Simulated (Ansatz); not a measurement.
The calculation used DFT PBE, scalar-relativistic, plane waves, PAW (Ansatz 0.2.0). Settings: cutoff 420 eV, Γ-centred meshes spaced at most about 0.3 Å⁻¹, and about 0.25 Å⁻¹ or finer for metals (2π included), Gaussian smearing. No spin polarisation in the final relaxations.

These are static total energies at zero pressure. All come from trial cells, and lower structures may exist.

**Question.** Order these relaxed structures of Be by energy, lowest first, with the energy over the lowest of them.
A.

```
CELL_PARAMETERS angstrom
-1.25009 1.25009 1.25009
1.25009 -1.25009 1.25009
1.25009 1.25009 -1.25009
ATOMIC_POSITIONS crystal
Be 0.00000 0.00000 0.00000
```

B.

```
CELL_PARAMETERS angstrom
0.00000 2.90319 2.90319
2.90319 0.00000 2.90319
2.90319 2.90319 0.00000
ATOMIC_POSITIONS crystal
Be 0.00000 0.00000 0.00000
Be 0.25000 0.25000 0.25000
Be 0.62500 0.62500 0.62500
Be 0.62500 0.62500 0.12500
Be 0.62500 0.12500 0.62500
Be 0.12500 0.62500 0.62500
```

**Answer.** B (0 meV/atom), A (37 meV/atom). Forms: B Fd-3m; A bcc type, Im-3m. Counting all near atoms (those within 1.25 times the shortest distance at each site; a plus sign parts nearer from farther groups; a slash parts the counts of unlike sites): B has Be 6+6/16; A has Be 8+6.

With atoms moved at random, Fd-3m came back. Other cells relaxed within their symmetry can be saddle points. The part of the Crystallography Open Database at hand lists Be in space groups No. 18, 194; no cell shown has one of them. Some types were kept out of the candidates beforehand, so the set may lack a known form.
